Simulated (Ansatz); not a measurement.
# Does disorder add resistance in series? Ru(0001) layers with 12.5 % Au

Two lengths of the disordered region are known. What area resistance does the third give?

**Method.** Ansatz 0.2.0, plane waves with PAW datasets at their recommended cutoffs (420 eV for most), Fermi-Dirac smearing; ballistic transmission by layer matching. The area resistance is RA = A (h/2e²)(1/T − 1/N), with T the zone-mean transmission per spin and N the lead's channels, both averaged over a few energies near the Fermi level; for magnets each spin is taken apart, with h/e², and the two conduct in parallel. Lateral cell 2x2, PBE, a fresh random draw for each length.

Results; the value marked ? is to be predicted:

| length (Å) | channels N | RA (fΩ m²) |
| --- | --- | --- |
| 4.28 | 5.440 | 0.225 |
| 12.8 | 5.480 | 0.522 |
| 21.4 | 5.500 | ? |

**Fit on the rows shown.**

Ohm's law makes RA linear in the length: the slope is (0.522 − 0.225)/(12.8 − 4.28) = 0.0347 fΩ m² per Å, or 35 µΩ cm. Then 0.522 + 0.0347 × 8.56. Predicted: 0.819 fΩ m².

Check against the run:

0.745 fΩ m², so the prediction is 10.0 % too high. The three lengths together give 30 µΩ cm. The two increments are 0.30 and 0.22 fΩ m²; with one draw for each length, their difference can't be told from scatter.

**Limits.** The scatterers repeat sideways with the small cell. The slope is a raw one; a model of isotropic scattering puts it 1.03 times the bulk value over these lengths. Atoms sit unrelaxed on the host's lattice, and the pair may not mix at random in practice. Spin-orbit coupling is left out, which matters for Au.
